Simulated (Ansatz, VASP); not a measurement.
**TaN in VASP and in Ansatz**

```
Ta N
1.0
     0.00000    2.19348    2.19348
     2.19348    0.00000    2.19348
     2.19348    2.19348    0.00000
Ta N
1 1
Direct
  0.50000 0.50000 0.50000
  0.00000 0.00000 0.00000
```

Alike in both runs: functional r2SCAN; dispersion rVV10; k mesh 13 × 13 × 13; occupations gaussian, width 0.1 eV; no spin polarisation.

Ansatz relaxed the structure, and its values are those at the end. VASP's run is a single point on that final structure, the one shown.

```csv
,VASP,Ansatz
version,VASP 6.6.1,Ansatz 0.2.0
potentials or method,"VASP PAW PBE potentials, release 64 (Ta_pv, N)","plane waves, PAW"
plane-wave cutoff (eV),520,500
valence electrons in the cell,16,18
```

Ansatz gave:

```
pressure (GPa) : 0.0
```

Problem. What did VASP give for the same quantities?

Solution. Pressure (GPa): 2.7.

The two sets of potentials don't hold the same shells in valence.

Caveats: the PAW data sets were made with another functional, which shifts forces and pressure a little (VASP). Spin-orbit coupling is left out, which matters for the levels of Ta.
